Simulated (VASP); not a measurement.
**TePt: single point with PBEsol+U**

TePt:

```
Te Pt
1.0
     4.11100    0.00000    0.00000
    -2.05550    3.56023    0.00000
     0.00000    0.00000    5.44600
Te Pt
2 2
Direct
  0.33333 0.66667 0.25000
  0.66667 0.33333 0.75000
  0.00000 0.00000 0.00000
  0.00000 0.00000 0.50000
```

Measurements of this composition are mostly on another form, of space group No. 166.

```json
{
 "Program": "VASP 6.6.1",
 "Task": "single point",
 "Functional": "PBEsol",
 "Potentials or basis": "VASP PAW PBE potentials, release 64 (Te, Pt)",
 "Cutoff": "520 eV",
 "k mesh": "5 × 5 × 4",
 "Occupations": "gaussian, width 0.05 eV",
 "Spin": "collinear spin, zero start",
 "Starting moments": "[0.0, 0.0, 0.0, 0.0] μB",
 "Hubbard terms": "Pt d U = 1.0 eV"
}
```

- Pressure: 9.7 GPa
- Band gap on the k mesh: none (metal or under the smearing width)
- Net moment: 0.00 μB per cell
- Valence electrons inside the program's atomic spheres: Te 3.33; Pt 9.57

Stress tensor (GPa, compression positive):
```
 9.46  0.00  0.00
 0.00  9.46  0.00
 0.00  0.00 10.32
```

Levels at points of the mesh, in eV from the Fermi level:
Spin up:
```tsv
k point	band 14	band 15	band 16	band 17	band 18	band 19
(0.00, 0.00, 0.00)	-1.83	0.16	0.48	1.44	2.13	2.33
(0.00, 0.00, 0.50)	-2.76	0.98	0.98	0.98	0.98	4.27
```
Spin down:
```tsv
k point	band 14	band 15	band 16	band 17	band 18	band 19
(0.00, 0.00, 0.00)	-1.83	0.16	0.48	1.44	2.13	2.33
(0.00, 0.00, 0.50)	-2.76	0.98	0.98	0.98	0.98	4.27
```

Eigenvalues of the final occupation matrices:
| site | spin | trace | eigenvalues |
| --- | --- | --- | --- |
| site 3 d | 1 | 4.20 | 0.80 0.80 0.84 0.88 0.88 |
| site 3 d | 2 | 4.20 | 0.80 0.80 0.84 0.88 0.88 |
| site 4 d | 1 | 4.20 | 0.80 0.80 0.84 0.88 0.88 |
| site 4 d | 2 | 4.20 | 0.80 0.80 0.84 0.88 0.88 |

Wall time 60 s on 1 thread of Intel(R) Xeon(R) Platinum 8488C (Sapphire Rapids) (shared host), peak memory 0.25 GiB.

Caveat: the PAW data sets were made with another functional, which shifts forces and pressure a little; the U is typed as a test and isn't derived for this compound. The state reached can hang on the start; a lower one may exist.
